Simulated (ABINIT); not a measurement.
Runs of ABINIT 10.8.3 (patched build) on Sb. The structure is monoclinic, space group P2_1/m (No. 11). The conventional cell has a = 3.122 Å, b = 4.348 Å, c = 4.406 Å, α = 90.00°, β = 90.51°, γ = 90.00°. Sb (site symmetry m) is surrounded by 6 Sb at 3.04 to 3.15 Å. This isn't the form of Sb at room conditions, which is rhombohedral.

```csv
level,dispersion computed by,gap on the mesh (eV),pressure (GPa),relaxed volume (Å³/atom)
PBE+D3(BJ),simple-dftd3 1.7.0,none,0.0,(a)
PBE+D4,dftd4 4.3.1,none,0.0,28.97
PBE+D3,simple-dftd3 1.7.0,none,0.0,29.77
PBE,-,none,0.0,30.36
```

Alike in all rows: task relaxation of cell and atoms; potentials or basis JTH PAW PBE v2.0; no spin polarisation; cell relaxed; k mesh 6 × 4 × 4; cutoff (eV) 435; smearing fermi-dirac 0.05 eV; the mesh is coarse, so values aren't converged.

Question: Estimate the missing entries.

Answer: (a) 28.98.

Caveats: all runs use coarse meshes; pairwise dispersion overbinds metals, which lowers pressure and volume (some runs).

A k mesh can miss the band edges, and the runs leave out spin-orbit coupling on Sb.

A gap of «none» marks a metal or a gap under the smearing width.
